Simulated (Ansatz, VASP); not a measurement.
**One calculation of Re, two programs**

The input INCAR:

```
PREC = Accurate ; ENCUT = 520
EDIFF = 1E-6 ; ISMEAR = -1
SIGMA = 0.03 ; LREAL = False
LASPH = True ; NELM = 100
ALGO = Normal ; ISIF = 2
LWAVE = False ; LCHARG = False
NBANDS = 10
```

KPOINTS

```
regular mesh
0
Gamma
  14 14 14
```

Contents of POSCAR:

```
Re
1.0
    0.0000000000      1.9355000000      1.9750000000
    1.9355000000      0.0000000000      1.9750000000
    1.9355000000      1.9355000000      0.0000000000
Re
1
Direct
    0.0000000000      0.0000000000      0.0000000000
```

Input for Ansatz:

```yaml
crystal:
  lattice:
    - [0.0, 1.9355, 1.975]
    - [1.9355, 0.0, 1.975]
    - [1.9355, 1.9355, 0.0]
  atoms:
    - { symbol: Re, position: [0.0, 0.0, 0.0] }
kpoints:
  mp_grid: { grid: [14, 14, 14] }
  band_path:
    path:
      - [0.0, 0.0, 0.0]
      - [0.0, 0.5, 0.5]
      - [0.25, 0.75, 0.5]
      - [0.0, 0.5, 0.0]
      - [0.0, 0.0, 0.0]
      - [0.5, 0.5, 0.0]
      - [0.37005, 0.62995, 0.0]
      - [-0.37005, 0.37005, 0.0]
      - [0.0, 0.0, 0.0]
    npoints: 5
scf:
  occupations: { method: fermi_dirac, width: 0.03 }
hamiltonian:
  xc: lda
  pseudopotentials: { kind: all_electron, lapw: { basis_error: 0.001 } }
output:
  forces: true
  stress: true
  eigenvalues: true
```

Change from the starting cell: equal xx and yy strain of -2 %.

Alike in both runs: task single point; functional LDA; k mesh 14 × 14 × 14; occupations fermi-dirac, width 0.03 eV; no spin polarisation.

|  | VASP | Ansatz |
| --- | --- | --- |
| version | VASP 6.6.1 | Ansatz 0.2.0 |
| potentials or method | VASP PAW LDA potentials, release 64 (Re) | all-electron LAPW, scalar-relativistic |
| plane-wave cutoff (eV) | 520 | see its input |

VASP gave:

```
pressure (GPa)                                  : -9.8
largest component of the traceless stress (GPa) : 3.21
```

What did Ansatz give for the same quantities?

Pressure (GPa): -10.8; largest component of the traceless stress (GPa): 3.26.

Ansatz ran all-electron here, so the differences hold the error of VASP's frozen core and of both bases.

Spin-orbit coupling is left out, which matters for the levels of Re.
